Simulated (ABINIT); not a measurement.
# PtS2 (P-3m1) in ABINIT: further runs, part 2 of 2

ABINIT 10.8.3 (patched build). Earlier steps stand in the parts before.

## 4. Band structure, rPW86PBE

The input, run.abi:

```
# Datasets: ground state, then fixed potential
ndtset 2

# Pseudopotentials
pp_dirpath "./"
pseudos "Pt.GGA_PBE-JTH.xml, S.GGA_PBE-JTH.xml"

# Structure
acell 6.6956776048 6.6956776048 9.5219519968
rprim
     1.0000000000     0.0000000000     0.0000000000
    -0.5000000000     0.8660254038     0.0000000000
     0.0000000000     0.0000000000     1.0000000000
ntypat 2
znucl 78 16
natom 3
typat 1 2 2
xred
     0.0000000000     0.0000000000     0.0000000000
     0.6666666667     0.3333333333     0.7730000000
     0.3333333333     0.6666666667     0.2270000000

# Plane-wave basis
ecut 20.0
pawecutdg 40.0

# Exchange and correlation
ixc -144130

# Bands and occupations
occopt 3
tsmear 0.05 eV

# SCF cycle
nstep 100

# Output
iomode 3
prtwf 0
prteig 0
prtebands 0
prtden1 1

# Dataset 1
kptopt1 1
ngkpt1 9 9 5
nshiftk1 1
shiftk1 0.0 0.0 0.0
nband1 15
tolvrs1 1.0e-9

# Dataset 2: bands along G-M-K-G-A-L-H-A
iscf2 -2
getden2 1
nband2 21
nbdbuf2 4
tolwfr2 1.0e-11
kptopt2 -7
ndivsm2 6
prteig2 1
prtvol2 -3
kptbounds2
     0.0000000000     0.0000000000     0.0000000000
     0.5000000000     0.0000000000     0.0000000000
     0.3333333333     0.3333333333     0.0000000000
     0.0000000000     0.0000000000     0.0000000000
     0.0000000000     0.0000000000     0.5000000000
     0.5000000000     0.0000000000     0.5000000000
     0.3333333333     0.3333333333     0.5000000000
     0.0000000000     0.0000000000     0.5000000000
```

Potentials or basis: JTH PAW PBE v2.0.

Run with:

```bash
$ abinit run.abi > log 2>&1
```

run.abo:

```text
.Version 10.8.3 of ABINIT
 DATASET    1 : space group P-3 m 1 (#164); Bravais hP (primitive hexag.)
================================================================================
 Values of the parameters that define the memory need for DATASET  1.
     intxc =       0    ionmov =       0      iscf =      17    lmnmax =      18
     lnmax =       6     mgfft =      40  mpssoang =       3    mqgrid =    3001
     natom =       3  nloc_mem =       2    nspden =       1   nspinor =       1
    nsppol =       1      nsym =      12    n1xccc =       1    ntypat =       2
    occopt =       3   xclevel =       2
       mpw =        1597          nfft =       36000          nkpt =          50
 PAW method is used; the additional fine FFT grid is defined by:
   mgfftf=        60    nfftf =     96000
================================================================================
================================================================================

 DATASET    2 : space group P-3 m 1 (#164); Bravais hP (primitive hexag.)
================================================================================
 Values of the parameters that define the memory need for DATASET  2.
     intxc =       0    ionmov =       0      iscf =      -2    lmnmax =      18
     lnmax =       6     mgfft =      40  mpssoang =       3    mqgrid =    3001
     natom =       3  nloc_mem =       2    nspden =       1   nspinor =       1
    nsppol =       1      nsym =      12    n1xccc =       1    ntypat =       2
    occopt =       3   xclevel =       2
       mpw =        1598          nfft =       36000          nkpt =          63
 PAW method is used; the additional fine FFT grid is defined by:
   mgfftf=        60    nfftf =     96000
================================================================================
================================================================================

--------------------------------------------------------------------------------
------------- Echo of variables that govern the present computation ------------
--------------------------------------------------------------------------------
 -outvars: echo values of preprocessed input variables --------
            acell      6.6956776048E+00  6.6956776048E+00  9.5219519968E+00 Bohr
              amu      1.95080000E+02  3.20660000E+01
             ecut      2.00000000E+01 Hartree
[... 862 lines left out ...]
   0.54317    0.69002    0.71592    0.71839    0.74614
 kpt#   2, nband= 21, wtk=  1.00000, kpt=  0.0500  0.0000  0.0000 (reduced coord)
  -0.32133   -0.20614   -0.00681   -0.00658   -0.00183    0.10242    0.10308    0.17981
   0.20769    0.20782    0.24652    0.33327    0.33826    0.43776    0.46485    0.53981
   0.54716    0.68305    0.70527    0.70551    0.72800
 kpt#   3, nband= 21, wtk=  1.00000, kpt=  0.1000  0.0000  0.0000 (reduced coord)
  -0.31768   -0.20851   -0.00431   -0.00355    0.00193    0.09711    0.10030    0.16928
   0.20713    0.20790    0.24796    0.32049    0.33575    0.45404    0.47817    0.53313
   0.55834    0.65922    0.68447    0.68961    0.70985
 kpt#   4, nband= 21, wtk=  1.00000, kpt=  0.1500  0.0000  0.0000 (reduced coord)
  -0.31175   -0.21209   -0.00037    0.00082    0.00834    0.08777    0.09667    0.15682
   0.20510    0.20643    0.24646    0.30945    0.33358    0.46688    0.49495    0.53417
   0.57430    0.63179    0.66393    0.66480    0.70748
 kpt#   5, nband= 21, wtk=  1.00000, kpt=  0.2000  0.0000  0.0000 (reduced coord)
[... 221 lines left out ...]
   0.17861    0.20646    0.24160    0.31353    0.33616    0.48910    0.49735    0.55539
   0.55869    0.58369    0.65432    0.67834    0.70308
 kpt#  61, nband= 21, wtk=  1.00000, kpt=  0.0556  0.0556  0.5000 (reduced coord)
  -0.30773   -0.23139   -0.00768   -0.00389    0.04646    0.09704    0.09855    0.16775
   0.17352    0.20387    0.23662    0.33304    0.34641    0.47427    0.50567    0.54515
   0.54657    0.58726    0.65944    0.67324    0.70520
 kpt#  62, nband= 21, wtk=  1.00000, kpt=  0.0278  0.0278  0.5000 (reduced coord)
  -0.31109   -0.23068   -0.00715   -0.00613    0.04443    0.10160    0.10216    0.16016
   0.18955    0.20158    0.22592    0.34968    0.35397    0.46168    0.51438    0.53511
   0.53524    0.59764    0.66143    0.66584    0.70333
 kpt#  63, nband= 21, wtk=  1.00000, kpt=  0.0000  0.0000  0.5000 (reduced coord)
  -0.31222   -0.23043   -0.00690   -0.00690    0.04371    0.10329    0.10329    0.15743
   0.20068    0.20068    0.21658    0.35670    0.35670    0.45623    0.51918    0.53063
   0.53063    0.60286    0.66184    0.66184    0.70139

== END DATASET(S) ==============================================================
================================================================================

 -outvars: echo values of variables after computation  --------
            acell      6.6956776048E+00  6.6956776048E+00  9.5219519968E+00 Bohr
           etotal1    -4.7710146962E+01
            fcart1     5.3619571353E-29  2.7861546559E-28 -0.0000000000E+00
                       5.3619571353E-29 -6.5010275303E-28 -3.7343875056E-02
                      -1.0723914271E-28  3.7148728745E-28  3.7343875056E-02
            rprim      1.0000000000E+00  0.0000000000E+00  0.0000000000E+00
                      -5.0000000000E-01  8.6602540380E-01  0.0000000000E+00
                       0.0000000000E+00  0.0000000000E+00  1.0000000000E+00
           strten1    -6.7495251584E-04 -6.7495251604E-04 -5.3196778895E-04
                       0.0000000000E+00  0.0000000000E+00  0.0000000000E+00
           xangst      0.0000000000E+00  0.0000000000E+00  0.0000000000E+00
                       1.7715999988E+00  1.0228337362E+00  3.8949923974E+00
                       9.2809962215E-17  2.0456674724E+00  1.1438075992E+00
             xred      0.0000000000E+00  0.0000000000E+00  0.0000000000E+00
                       6.6666666667E-01  3.3333333333E-01  7.7300000000E-01
                       3.3333333333E-01  6.6666666667E-01  2.2700000000E-01
 Calculation completed.
```

Run time: 2.4 min. Hardware: 1 thread of Intel Xeon at 2.70GHz, shared host; peak memory 0.15 GiB.

Results:

| Item | Value |
| --- | --- |
| Free energy | -1298.2592 eV |
| Pressure | 18.5 GPa |
| Largest force | 1.920 eV/Å |
| Band gap on the k mesh | 1.02 eV, indirect (least direct gap 1.09 eV) |
| Band gap along the path | 1.04 eV, indirect (least direct gap 1.58 eV) |
| Valence electrons inside the program's atomic spheres | Pt 8.88; S 3.61 |

Forces on the atoms (eV/Å):
```
Pt   0.000  0.000  0.000
S    0.000  0.000 -1.920
S    0.000  0.000  1.920
```

Levels at the corners of the path, in eV from the valence-band top:
```tsv
point	band 7	band 8	band 9	band 10	band 11	band 12	band 13	band 14	band 15	band 16
Γ	-3.92	-1.75	-1.11	-1.11	-0.07	2.48	2.48	4.95	5.76	8.03
M	-3.35	-3.29	-3.18	-2.95	-2.29	1.80	2.86	5.58	6.68	8.34
K	-4.52	-3.61	-2.65	-1.45	-1.45	1.08	1.08	5.73	8.15	9.45
Γ	-3.92	-1.75	-1.11	-1.11	-0.07	2.48	2.48	4.95	5.76	8.03
A	-3.94	-2.47	-1.29	-1.29	-0.86	2.95	2.95	5.66	7.37	7.68
L	-3.30	-3.21	-3.03	-2.68	-1.31	2.12	2.35	5.44	5.69	7.94
H	-4.33	-3.52	-3.49	-1.85	-1.85	2.26	2.26	7.31	8.00	8.22
A	-3.94	-2.47	-1.29	-1.29	-0.86	2.95	2.95	5.66	7.37	7.68
```

Caveat: so large a pressure means that the cell lies far from this level's equilibrium, or that cutoff or potentials fall short; the potentials were made for another functional, which shifts forces and pressure; spin-orbit coupling is left out, which moves the levels of the heavy elements.

## 5. Overview

```tsv
level	potentials or basis	gap on the mesh (eV)	pressure (GPa)	largest force (eV/Å)
WC	JTH PAW PBE v2.0	0.92	8.0	1.17
LDA-PZ	JTH PAW LDA v2.0	0.88	4.1	0.89
rPW86PBE	JTH PAW PBE v2.0	1.02	18.5	1.92
```

Alike in all rows: task band structure; no spin polarisation; cell as given; k mesh 9 × 9 × 5; cutoff (eV) 544; smearing fermi-dirac 0.05 eV.

Caveats: spin-orbit coupling is left out, which moves the levels of the heavy elements; the PAW data sets were made with another functional, which shifts forces and pressure a little (some runs); so large a pressure means that the cell lies far from this level's equilibrium, or that cutoff or potentials fall short (some runs); the potentials were made for another functional, which shifts forces and pressure (some runs).

Absolute energies hang on the potentials; compare differences alone.
